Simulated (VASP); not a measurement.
TaS2:

```xyz
3
Lattice="3.3500 0.0000 0.0000 -1.6750 2.9012 0.0000 0.0000 0.0000 5.8600" Properties=species:S:1:pos:R:3 pbc="T T T"
Ta    0.0000    0.0000    0.0000
S     0.0000    1.9341    1.4650
S     1.6750    0.9671    4.3950
```

```yaml
Program: VASP 6.6.1
Task: relaxation of cell and atoms
Functional: PBEsol
Potentials_or_basis: VASP PAW PBE potentials, release 64 (Ta_pv, S)
Cutoff: 600 eV
k_mesh: 15 × 15 × 6
Occupations: methfessel-paxton, width 0.1 eV
Spin: no spin polarisation
```

At the start: pressure 4.6 GPa; volume 18.98 Å³/atom.

Q: How do energy, volume and symmetry change on relaxing?

A: Over 20 steps the energy falls by 23.2 meV/atom and the volume is 18.89 Å³/atom (-0.5 %); space group P-3m1 (No. 164, to 0.05 Å).

The path:
| step | energy change (eV) | largest force (eV/Å) | pressure (GPa) | volume (Å³) |
| --- | --- | --- | --- | --- |
| 1 | 0.0000 | 1.0264 | 4.55 | 56.95 |
| 2 | 0.0733 | 1.1374 | -9.19 | 61.50 |
| 3 | -0.0517 | 0.1047 | -1.51 | 58.68 |
| 4 | -0.0517 | 0.1280 | -1.37 | 58.63 |
| 5 | -0.0675 | 0.0355 | -0.49 | 57.82 |
| 6 | -0.0685 | 0.0058 | -0.20 | 57.56 |
| 7 | -0.0684 | 0.0038 | -0.18 | 57.54 |
| 8 | -0.0685 | 0.0612 | 0.22 | 57.37 |
| 9 | -0.0685 | 0.0405 | 0.09 | 57.43 |
| 10 | -0.0687 | 0.0415 | 0.06 | 57.40 |
| 11 | -0.0690 | 0.0462 | 0.00 | 57.28 |
| 12 | -0.0689 | 0.0541 | -0.10 | 57.05 |
| 13 | -0.0690 | 0.0494 | -0.03 | 57.19 |
| 14 | -0.0692 | 0.0311 | -0.12 | 57.14 |
| 15 | -0.0694 | 0.0234 | -0.35 | 56.99 |
| 16 | -0.0695 | 0.0181 | -0.24 | 56.89 |
| 17 | -0.0696 | 0.0064 | -0.02 | 56.68 |
| 18 | -0.0696 | 0.0063 | -0.02 | 56.67 |
| 19 | -0.0696 | 0.0056 | -0.03 | 56.66 |
| 20 | -0.0696 | 0.0018 | 0.02 | 56.66 |

Final structure:
```
Ta S
1.0
     3.31722    0.00000    0.00000
    -1.65861    2.87279    0.00000
     0.00000    0.00000    5.94589
Ta S
1 2
Cartesian
  0.0000 0.0000 0.0000
  0.0000 1.9152 1.5424
  1.6586 0.9576 4.4035
```

Caveat: the PAW data sets were made with another functional, which shifts forces and pressure a little; this functional lacks dispersion, which binds the layers, so the pressure and a relaxed spacing across them are unreliable.
